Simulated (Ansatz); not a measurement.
# FeGe (P6/mmm) in Ansatz: single point with PBE

Aim: the single point of FeGe with PBE.

All numbers are computed with Ansatz 0.2.0; they aren't measurements. Logs are shortened: lines on timing, memory, paths and dates and some standing lists are left out, and cuts for length are marked.

## Step 1: Starting point

It takes space group P6/mmm (No. 191, hexagonal). Conventional cell: a = 4.998 Å, b = 4.998 Å, c = 4.116 Å, α = 90.00°, β = 90.00°, γ = 120.00°. Ge (site symmetry -6m2) is surrounded by 6 Fe at 2.51 Å and 3 Ge at 2.89 Å. Ge (site symmetry 6/mmm) has 6 Fe at 2.50 Å as nearest neighbours. Fe (site symmetry mmm) has 6 Ge at 2.50 to 2.51 Å and 4 Fe at 2.50 Å as nearest neighbours.

The cell is a database's computed one.

## Step 2: Single point, PBE, collinear spin, ferromagnetic start

File input.yaml:

```yaml
crystal:
  lattice:
    - [4.9976023358, 0.0, 0.0]
    - [-2.4988011679, 4.3280505808, 0.0]
    - [0.0, 0.0, 4.11576135]
  atoms:
    - { symbol: Ge, position: [0.6666666667, 0.3333333333, 0.5] }
    - { symbol: Ge, position: [0.3333333333, 0.6666666667, 0.5] }
    - { symbol: Ge, position: [0.0, 0.0, 0.0] }
    - { symbol: Fe, position: [0.0, 0.5, 0.0], spin: 4.5 }
    - { symbol: Fe, position: [0.5, 0.5, 0.0], spin: 4.5 }
    - { symbol: Fe, position: [0.5, 0.0, 0.0], spin: 4.5 }
hamiltonian:
  xc: pbe
  pseudopotentials: { kind: paw }
magnetization:
  spin_polarized: true
kpoints:
  mp_grid: { grid: [6, 6, 7] }
scf:
  occupations: { method: fermi_dirac, width: 0.05 }
output:
  forces: true
  stress: true
  eigenvalues: true
```

Potentials or basis: Ansatz PAW.

Command:

```console
> ansatz run input.yaml --threads 2 --pin off --max-ram 5120MiB --backend cpu --events-out ev --progress --plain --runs-dir out
```

The program printed:

```text
Warning: where an SCF of this run starts from atoms to list the orders of its open shells, Fe (sites 3, 4, 5, from 0) starts with 4.00 μB on its 3d shell, in the place of the 4.50 μB that the deck gives it: its open shells can hold no more by Hund's first rule. To start from spheres of the given moment, type scf.initial_density.shell_occupations: []
Warning: RAYON_NUM_THREADS=2 ignored (pool sized by the plan → 2); use --threads N
Engine: ansatz 0.2.0, aarch64-unknown-linux-gnu
Pseudopotentials: kind: paw
Pseudopotential: Ge, paw, valence charge 14, recommended cutoff 420 eV (normal), Ge.paw.azcp
Pseudopotential: Fe, paw, valence charge 16, recommended cutoff 420 eV (normal), Fe.paw.azcp
Functional definition: PBE
  parameter kappa = 0.804
  parameter beta = 0.06672455060314922
  exchange = pbe_x(kappa = kappa, mu = beta*pi^2/3)
  correlation = pbe_c(beta = beta)
Crystal: 6 atoms, lattice volume = 89.023 Å³
Basis set: ecut = 420 eV, 1699 PW (Γ), exchange–correlation on 72×72×60 points (8 copies of the dense FFT grid, shifted against one another)
Bands: 63, of which v1, the nominal top of the filled ones, is band 45 counted from 1 (44 counted from 0)
Symmetry: 24 space group operations
Space group: P6/mmm (ITA 191), of the structure as read, at distance tolerance 4.5e-5 Å
Magnetic group: BNS 191.233 (UNI 1463), of the structure as read, at distance tolerance 4.5e-5 Å
k-points: 28 of 252
Non-local potential: Ge, projectors of the file, l = 0: 2, l = 1: 2, l = 2: 3, l = 3: 1
Non-local potential: Fe, projectors of the file, l = 0: 3, l = 1: 2, l = 2: 3, l = 3: 1
PAW form: soft (Blöchl's): semilocal exchange-correlation on the pseudo side does not see the compensation charge
PAW one-centre angular grid: Ge, 590 points (default); XC on 64 Gauss nodes
PAW one-centre angular grid: Fe, 590 points (default); XC on 64 Gauss nodes
Initial density: superposition of atomic densities (chi_scale 0.1, normalization cell)
Starting moments: Σ|m| = 13.5 μB on 3 of 6 sites
Initial wavefunctions: pseudopotential atomic-orbital guess
Functional: x = pbe(κ = 0.804, μ = 0.2195149727645171), c = pbe(β = 0.06672455060314922)
SCF iter   1: F=—  HF=-26326.787083 eV  |F-HF|=—  |Δ(HF+E_count)|=         —  Δρ=1.46e-1 (↑1.46e-1 ↓1.14e-1)  dr2=3.39e0  dr2_m=1.32e1  M=5.363 μB ∫|m|=6.293 μB  β_m=0.30  ethr=3.10e-3  ⟨swp⟩=6.0  Hψ=12529  notcnv=0  defer=6
Mixer restart at iter 1: flushing history
preconditioner: auto → Kerker (q_TF=auto, 2.733 Å⁻¹)  [metal: Δε(μ)=0.012 eV  Ē_g=18.442 eV  σ=0.050 eV  W_gap=0.06  n_scr=26 (ndim 8)  ℏωp=32.0 eV  f_vac=0.002  D(μ)=5.23/eV (n_scr^D=46)]
spin=Collinear: Kerker preconditioning applied to the charge; magnetization (m = ρ↑ − ρ↓) channel mixes plain (no charge-response kernel on spin).
SCF iter   2: F=—  HF=-26325.963882 eV  |F-HF|=—  |Δ(HF+E_count)|=   8.23e-1  Δρ=9.29e-2 (↑8.81e-2 ↓9.29e-2)  dr2=2.89e0  dr2_m=6.41e0  M=5.341 μB ∫|m|=6.278 μB  β_m=0.62  ethr=3.10e-3  ⟨swp⟩=2.0  Hψ=4606  notcnv=0  defer=399
SCF iter   3: F=—  HF=-26328.079551 eV  |F-HF|=—  |Δ(HF+E_count)|=    2.12e0  Δρ=6.17e-2 (↑6.17e-2 ↓3.04e-2)  dr2=1.36e0  dr2_m=1.53e0  M=4.152 μB ∫|m|=5.018 μB  β_m=0.64  ethr=3.10e-3  ⟨swp⟩=3.0  Hψ=6267  notcnv=0  defer=413
SCF iter   4: F=—  HF=-26327.060766 eV  |F-HF|=—  |Δ(HF+E_count)|=    1.02e0  Δρ=8.63e-3 (↑8.63e-3 ↓7.50e-3)  dr2=5.65e-1  dr2_m=4.43e-3  M=3.996 μB ∫|m|=4.775 μB  β_m=0.72  ethr=1.51e-3  ⟨swp⟩=2.4  Hψ=6248  notcnv=0  defer=423
SCF iter   5: F=—  HF=-26327.000898 eV  |F-HF|=—  |Δ(HF+E_count)|=   5.99e-2  Δρ=1.94e-2 (↑4.17e-3 ↓1.94e-2)  dr2=2.72e-1  dr2_m=8.87e-2  M=4.184 μB ∫|m|=4.845 μB  β_m=0.86  ethr=6.28e-4  ⟨swp⟩=2.0  Hψ=4909  notcnv=0  defer=423
SCF iter   6: F=—  HF=-26327.093646 eV  |F-HF|=—  |Δ(HF+E_count)|=         —  Δρ=7.81e-3 (↑2.93e-3 ↓7.81e-3)  dr2=7.56e-2  dr2_m=7.79e-3  M=4.257 μB ∫|m|=4.935 μB  β_m=0.86  ethr=3.02e-4  ⟨swp⟩=2.4  Hψ=5276  notcnv=0  defer=416
Mixer restart at iter 6: flushing history
SCF iter   7: F=—  HF=-26327.127138 eV  |F-HF|=—  |Δ(HF+E_count)|=   3.35e-2  Δρ=6.78e-3 (↑6.78e-3 ↓2.54e-3)  dr2=3.92e-2  dr2_m=4.63e-3  M=4.305 μB ∫|m|=4.991 μB  β_m=0.73  ethr=8.40e-5  ⟨swp⟩=2.4  Hψ=6701  notcnv=0  defer=416
SCF iter   8: F=—  HF=-26327.109382 eV  |F-HF|=—  |Δ(HF+E_count)|=   1.78e-2  Δρ=1.37e-3 (↑9.38e-4 ↓1.37e-3)  dr2=3.99e-3  dr2_m=5.67e-4  M=4.309 μB ∫|m|=4.987 μB  β_m=0.84  ethr=4.35e-5  ⟨swp⟩=2.0  Hψ=6821  notcnv=0  defer=419
SCF iter   9: F=—  HF=-26327.110095 eV  |F-HF|=—  |Δ(HF+E_count)|=   7.13e-4  Δρ=9.53e-4 (↑9.53e-4 ↓5.61e-4)  dr2=1.81e-3  dr2_m=5.36e-5  M=4.308 μB ∫|m|=4.986 μB  β_m=0.72  ethr=4.43e-6  ⟨swp⟩=2.0  Hψ=5382  notcnv=0  defer=419
SCF iter  10: F=—  HF=-26327.109904 eV  |F-HF|=—  |Δ(HF+E_count)|=   1.91e-4  Δρ=6.07e-4 (↑6.07e-4 ↓4.96e-4)  dr2=1.22e-3  dr2_m=3.84e-6  M=4.311 μB ∫|m|=4.988 μB  β_m=0.86  ethr=2.01e-6  ⟨swp⟩=2.0  Hψ=4483  notcnv=0  defer=419
SCF iter  11: F=—  HF=-26327.109910 eV  |F-HF|=—  |Δ(HF+E_count)|=   5.47e-6  Δρ=1.86e-4 (↑1.86e-4 ↓1.38e-4)  dr2=2.05e-4  dr2_m=1.67e-6  M=4.311 μB ∫|m|=4.987 μB  β_m=0.93  ethr=1.36e-6  ⟨swp⟩=2.0  Hψ=3995  notcnv=0  defer=419
SCF iter  12: F=—  HF=-26327.109942 eV  |F-HF|=—  |Δ(HF+E_count)|=   3.19e-5  Δρ=9.20e-5 (↑6.39e-5 ↓9.20e-5)  dr2=2.00e-5  dr2_m=2.42e-7  M=4.315 μB ∫|m|=4.990 μB  β_m=0.97  ethr=2.28e-7  ⟨swp⟩=2.1  Hψ=4326  notcnv=0  defer=419
SCF iter  13: F=—  HF=-26327.109942 eV  |F-HF|=—  |Δ(HF+E_count)|=   4.42e-7  Δρ=2.84e-5 (↑1.88e-5 ↓2.84e-5)  dr2=2.36e-6  dr2_m=3.59e-8  M=4.315 μB ∫|m|=4.990 μB  β_m=0.98  ethr=2.22e-8  ⟨swp⟩=2.0  Hψ=4498  notcnv=0  defer=419
SCF iter  14: F=—  HF=-26327.109942 eV  |F-HF|=—  |Δ(HF+E_count)|=   1.56e-8  Δρ=6.41e-6 (↑6.41e-6 ↓5.06e-6)  dr2=1.04e-7  dr2_m=1.09e-9  M=4.315 μB ∫|m|=4.990 μB  β_m=0.84  ethr=2.63e-9  ⟨swp⟩=2.3  Hψ=4653  notcnv=0  defer=419
SCF iter  15: F=—  HF=-26327.109942 eV  |F-HF|=—  |Δ(HF+E_count)|=   2.96e-8  Δρ=3.37e-6 (↑1.14e-6 ↓3.37e-6)  dr2=1.37e-8  dr2_m=2.39e-9  M=4.315 μB ∫|m|=4.990 μB  β_m=0.83  ethr=1.16e-10  ⟨swp⟩=2.0  Hψ=5377  notcnv=0  defer=419
SCF iter  16: F=-26327.109942 eV  HF=-26327.109942 eV  |F-HF|=1.71e-8  |Δ(HF+E_count)|=   1.09e-8  Δρ=2.86e-6 (↑1.54e-6 ↓2.86e-6)  dr2=1.99e-8  dr2_m=4.36e-10  M=4.315 μB ∫|m|=4.990 μB  ethr=1.52e-11  ⟨swp⟩=7.5  Hψ=14313  notcnv=0
SCF 1 converged in 16 iterations: F = -26327.109942 eV  dr2 = 1.99e-8
SCF converged after 16 iterations
Magnetization: 4.3150 μB (47.1575 up, 42.8425 down)
Absolute magnetization: 4.9933 μB (∫|ρ↑−ρ↓|, with the PAW one-centre terms)
Spin contamination: 0.1306 ħ² per cell (⟨S²⟩ above its minimum at these occupations)
Per-site moments (μB) at R_I (Å): [(-0.04440332593441757, 1.0366978223869583), (-0.04440332593441747, 1.0366978223869583), (-0.07001390831009253, 1.0307554817569342), (1.5240516771275954, 1.0307554817569342), (1.5240516771275943, 1.0307554817569342), (1.5240516771275943, 1.0307554817569342)]
Free energy (F): -26327.109942 eV
Harris-Foulkes:  -26327.109942 eV  (|F-HF|=1.71e-8)
Internal energy: -26327.071992 eV  (E = F + TS)
E sigma→0 (E₀):  -26327.090967 eV
Entropy (-TS):   -0.037950 eV (-6.325 meV/atom)
Fermi energy:    14.359581 eV
--- Per-component energies (eV) ---
  E_band       = -1067.542361
  E_kinetic    = 1393.474312
  E_local      = -14362.539862  (includes V_loc(G=0)·N_el)
  E_nonlocal   = 1908.038046
  E_hartree    = 6239.994090
  E_xc         = -582.167901
  E_vxc        = -651.905851  (∫ρ·V_xc dr)
  E_paw        = -10158.068965  (= ΣΔE_a)
  E_vpaw       = -1834.616133  (= ΣTr[D̂ρ^β])
  E_aug_tail   = 0.003444  (compensation charges beyond the density's cutoff)
  E_ewald      = -10765.805157
  E_smearing   = -0.037950  (= −TS)
  E_closure    = -0.000000  (closes the sum)
  Σ components = -26327.109942   (vs F -26327.109942, Δ=0.00e0)
--- Forces (eV/Å), atoms counted from 1 ---
  atom   1  Ge    -0.00000000    -0.00000000     0.00000000
  atom   2  Ge    -0.00000000     0.00000000     0.00000000
  atom   3  Ge     0.00000000     0.00000000     0.00000000
  atom   4  Fe    -0.00000000     0.00000000     0.00000000
  atom   5  Fe    -0.00000000    -0.00000000     0.00000000
  atom   6  Fe     0.00000000     0.00000000     0.00000000
  max |Σ_I F_I| component: 1.85e-17 eV/Å
--- Stress (GPa, compression-positive) ---
       -3.721520       0.000000       0.000000
       -0.000000      -3.721520       0.000000
        0.000000       0.000000      -4.538459
  P = ⅓ Tr σ = -3.9938 GPa (-39.938 kbar)
--- Band table (eV; the first three rows and the last of 56) ---
  k-point 0 ↑: bands = ["-73.6210", "-73.5784", "-73.5784", "-39.9222", "-39.7656", "-39.7656", "-39.6292", "-39.5932", "-39.5900", "-39.5900", "-39.5847", "-39.5847", "-10.6350", "-10.5619", "-10.5619", "-10.4729", "-10.4729", "-10.4378", "-10.4378", "-10.4310", "-10.4310", "-10.3951", "-10.3951", "-10.3826", "-10.3681", "-10.3681", "-10.3279", "1.9682", "5.8318", "7.8092", "9.4463", "9.6708", "9.6708", "9.8700", "11.1316", "11.2333", "11.2333", "11.3925", "11.3925", "11.5370", "11.5370", "12.8053", "12.8053", "13.0347", "13.0688", "13.0688", "14.0669", "14.5469", "15.5477", "15.5477", "17.0417", "17.3831", "18.5384", "18.5384", "19.4999", "20.3057", "21.1731", "21.1731", "22.7438", "23.9184", "23.9184", "24.4391", "24.4391"]
  k-point 1 ↑: bands = ["-73.6210", "-73.5784", "-73.5784", "-39.9221", "-39.7656", "-39.7656", "-39.6294", "-39.5932", "-39.5900", "-39.5900", "-39.5847", "-39.5847", "-10.6344", "-10.5623", "-10.5623", "-10.4726", "-10.4726", "-10.4388", "-10.4388", "-10.4308", "-10.4308", "-10.3956", "-10.3956", "-10.3810", "-10.3676", "-10.3676", "-10.3282", "2.1407", "5.7272", "7.5468", "9.3352", "9.8555", "9.8555", "9.9178", "11.1502", "11.1502", "11.2172", "11.2489", "11.2489", "11.8379", "11.8379", "12.8060", "12.8060", "13.0277", "13.0553", "13.0553", "14.1455", "14.5469", "15.1894", "15.1894", "16.4725", "17.7704", "18.2133", "18.2792", "18.2792", "20.4040", "20.4040", "22.2196", "23.7634", "24.5288", "24.5288", "25.3010", "25.3010"]
  k-point 2 ↑: bands = ["-73.6210", "-73.5784", "-73.5784", "-39.9220", "-39.7656", "-39.7656", "-39.6299", "-39.5932", "-39.5902", "-39.5902", "-39.5847", "-39.5847", "-10.6330", "-10.5630", "-10.5630", "-10.4719", "-10.4719", "-10.4410", "-10.4410", "-10.4303", "-10.4303", "-10.3967", "-10.3967", "-10.3773", "-10.3664", "-10.3664", "-10.3289", "2.6417", "5.2955", "7.1659", "8.5602", "10.3550", "10.3550", "10.9066", "10.9326", "10.9326", "11.3040", "11.3251", "11.3251", "12.2030", "12.2030", "12.8056", "12.8056", "13.0121", "13.0259", "13.0259", "14.1417", "14.2292", "14.2292", "14.5471", "15.5661", "15.9230", "17.7209", "17.7209", "19.6201", "19.6201", "20.3237", "24.5622", "25.0677", "25.0677", "26.0215", "27.7464", "27.7464"]
  k-point 27 ↓: bands = ["-71.8506", "-71.8506", "-71.8280", "-38.0733", "-38.0733", "-38.0440", "-37.9577", "-37.9577", "-37.8984", "-37.8922", "-37.8922", "-37.8706", "-10.6366", "-10.5766", "-10.5766", "-10.5109", "-10.4665", "-10.4665", "-10.4524", "-10.4524", "-10.4179", "-10.4054", "-10.3953", "-10.3953", "-10.3735", "-10.3583", "-10.3583", "5.0480", "5.0480", "5.3703", "8.5505", "8.5505", "9.0285", "11.3521", "11.3521", "12.2718", "12.2718", "12.2900", "13.1273", "13.1273", "13.4725", "13.7733", "13.7733", "14.2017", "14.4070", "14.4329", "14.4329", "15.1652", "15.8353", "17.3425", "17.3425", "18.5544", "18.5544", "19.3659", "20.9812", "23.7356", "23.7950", "23.7950", "24.4448", "24.4448", "26.2758", "26.2758", "26.4168"]
```

Wall time 16 s (2 threads of Arm Neoverse V2, shared host); peak memory 0.56 GiB.

What came out:

```
Free energy            : -26327.1099 eV
Pressure               : -4.0 GPa
Band gap on the k mesh : none (metal or under the smearing width)
Net moment             : 4.32 μB per cell
Absolute moment        : 4.99 μB per cell
Site moments           : Ge -0.04, -0.07; Fe +1.52 μB
```
